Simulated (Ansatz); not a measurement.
AlFe:

```
Fe Al
1.0
     2.91000    0.00000    0.00000
     0.00000    2.91000    0.00000
     0.00000    0.00000    2.91000
Fe Al
1 1
Direct
  0.50000 0.50000 0.50000
  0.00000 0.00000 0.00000
```

Alike in all runs: program Ansatz 0.2.0; functional PBE; potentials or basis Ansatz PAW; cutoff 420 eV (not typed: the program's choice for these potentials); k mesh 9 × 9 × 9; occupations fermi-dirac, width 0.05 eV.

Starts and where they ended:

```tsv
start	free energy over the lowest (meV/atom)	net moment (μB)	site or absolute moments (μB)	gap
collinear spin, random start of up to 0.72 μB	0.0	-0.66	Fe -0.70; Al +0.03	none (metal or under the smearing width)
no spin polarisation	14.5	-	-	none (metal or under the smearing width)
collinear spin, ferromagnetic start of up to 3 μB	0.0	0.66	Fe +0.70; Al -0.03	none (metal or under the smearing width)
```

Allowing spin polarisation gains 14 meV/atom. A still lower state may exist.
